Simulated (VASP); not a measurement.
Write the native input for VASP 6.6.1 that does the following.

| Item | Value |
| --- | --- |
| Task | relaxation of shape and atoms at fixed volume |
| Functional | PBE |
| Dispersion | D3(BJ) |
| Potentials or basis | VASP PAW PBE potentials, release 64 (Ti_sv, Se) |
| Cutoff | 600 eV |
| k mesh | 12 × 12 × 6 |
| Occupations | gaussian, width 0.05 eV |
| Spin | no spin polarisation |
| Dipole correction | no |
| Further INCAR settings | ALGO = Normal; EDIFF = 1e-07; IBRION = 2; EDIFFG = -0.01; NSW = 60; ISIF = 4 |

The structure of TiSe2 lies in POSCAR:

```
TiSe2
1.0
    3.5208060037      0.0000000000      0.0000000000
   -1.7604030019      3.0491074410      0.0000000000
    0.0000000000      0.0000000000      5.9620497461
Ti Se
1 2
Direct
    0.0000000000      0.0000000000      0.0000000000
    0.3333333333      0.6666666667      0.2616958767
    0.6666666667      0.3333333333      0.7383041233
```

These files were run (other wordings do the same):

INCAR

```
SYSTEM = TiSe2
PREC = Accurate ; ENCUT = 600
EDIFF = 1E-7 ; ISMEAR = 0
SIGMA = 0.05 ; LREAL = .FALSE.
LASPH = .TRUE. ; NELM = 100
ALGO = Normal ; ISIF = 4
LWAVE = .FALSE. ; LCHARG = .FALSE.
GGA = PE ; IVDW = 12
IBRION = 2 ; NSW = 60
EDIFFG = -0.01
```

KPOINTS

```
Automatic mesh
0
G
  12 12 6
  0 0 0
```

Potentials or basis: VASP PAW PBE potentials, release 64 (Ti_sv, Se).

The run is started by

```sh
$ cat potpaw_PBE.64/Ti_sv/POTCAR potpaw_PBE.64/Se/POTCAR > POTCAR
$ mpirun -np 1 vasp_std > vasp.out
```

It gave:

* Energy gained by relaxing: 1.1 meV/atom
* Ionic steps: 5
* Pressure after relaxing: -1.3 GPa
* Band gap on the k mesh: none (metal or under the smearing width)
* Dispersion energy per atom: -0.433 eV

Caveat: pairwise dispersion overbinds metals, which lowers pressure and volume.

Run time: 8.7 min on 1 thread of Intel(R) Xeon(R) Platinum 8175M CPU @ 2.50GHz (Skylake/Cascade Lake) (shared host), peak memory 0.3 GiB.
